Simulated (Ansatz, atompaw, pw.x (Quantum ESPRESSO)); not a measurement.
**What a changed setting does to a pw.x run (fcc S)**

Potential: PAW, atompaw 4.2.0.5, PBE; core [Ne], reference 3s2 3p4; waves: 3s (bound): rc 1.35 bohr; 3s channel at 1.25 Ry: rc 1.20 bohr; 3p (bound): rc 1.35 bohr; 3p channel at -0.15 Ry: rc 1.35 bohr; 3d channel at 0.05 Ry: rc 1.35 bohr; local part: bessel scheme, radius 0.95 bohr; core correction: smooth core density matched at 0.75 bohr; augmentation: sinc compensation charge, radius 1.00 bohr; PAW radius 1.35 bohr; waves and projectors: custom polynom vanderbiltortho.

The reference run (k-mesh 14³, cutoffs 55/550 Ry, Fermi–Dirac 0.01 Ry, mixing_beta 0.4, conv_thr 1e-9, no spin) gives 0.01 GPa at 15.941 Å³/atom, where all-electron LAPW gives -0.09 GPa. This run, with its own iteration cap, changes mixing_ndim to 4.

```
&control
  calculation='scf', prefix='x', pseudo_dir='./', outdir='./tmp', tstress=.true., disk_io='none'
/
&system
  ibrav=0, nat=1, ntyp=1, ecutwfc=55, ecutrho=550, nbnd=10,
  occupations='smearing', smearing='fd', degauss=0.01
/
&electrons
  conv_thr=1e-09, mixing_beta=0.4, electron_maxstep=60, mixing_ndim=4
/
ATOMIC_SPECIES
S 1.0 S.UPF
CELL_PARAMETERS angstrom
  0.00000000 1.99753864 1.99753864
  1.99753864 0.00000000 1.99753864
  1.99753864 1.99753864 0.00000000
ATOMIC_POSITIONS crystal
S 0.0000 0.0000 0.0000
K_POINTS automatic
14 14 14 0 0 0
```

```bash
pw.x < S.scf.in > S.scf.out
```

How does the run end?

It converges in 6 iterations; the free energy moves by +0.0 meV/atom and the pressure by +0.00 GPa. The result is that of the reference run.

```
Message from routine setup:
     using ibrav=0 with symmetry is DISCOURAGED, use correct ibrav instead
     lattice parameter (alat)  =       5.3384  a.u.
     unit-cell volume          =     107.5752 (a.u.)^3
     number of electrons       =         6.00
     number of Kohn-Sham states=           10
     kinetic-energy cutoff     =      55.0000  Ry
     charge density cutoff     =     550.0000  Ry
     scf convergence threshold =      1.0E-09
     Exchange-correlation= SLA PW PBX PBC
     number of k points=   104  Fermi-Dirac smearing, width (Ry)=  0.0100
     iteration #  1     ecut=    55.00 Ry     beta= 0.40
     c_bands:  1 eigenvalues not converged
     c_bands:  2 eigenvalues not converged
     c_bands:  3 eigenvalues not converged
     [... 4 repeated lines left out ...]
     total energy              =     -66.19978232 Ry
     estimated scf accuracy    <       0.00083943 Ry
     iteration #  2     ecut=    55.00 Ry     beta= 0.40
     total energy              =     -66.19978359 Ry
     estimated scf accuracy    <       0.00019487 Ry
     iteration #  3     ecut=    55.00 Ry     beta= 0.40
     [... 12 repeated lines left out ...]
     total energy              =     -66.19981153 Ry
     estimated scf accuracy    <       0.00000353 Ry
     iteration #  4     ecut=    55.00 Ry     beta= 0.40
     [... 4 repeated lines left out ...]
     total energy              =     -66.19981265 Ry
     estimated scf accuracy    <       0.00000010 Ry
     iteration #  5     ecut=    55.00 Ry     beta= 0.40
     [... 1 repeated lines left out ...]
     total energy              =     -66.19981268 Ry
     estimated scf accuracy    <          3.1E-09 Ry
     iteration #  6     ecut=    55.00 Ry     beta= 0.40
     the Fermi energy is     8.9546 ev
!    total energy              =     -66.19981268 Ry
     estimated scf accuracy    <          3.7E-11 Ry
     smearing contrib. (-TS)   =      -0.00394897 Ry
     convergence has been achieved in   6 iterations
          total   stress  (Ry/bohr**3)                   (kbar)     P=        0.12
     Message from routine punch:
     Nothing written, as per user request (disk_io='none')
```

The run took about 9.3 s on one core of a shared host (Intel(R) Xeon(R) Platinum 8488C, 192 threads, 744 GiB, load 39).
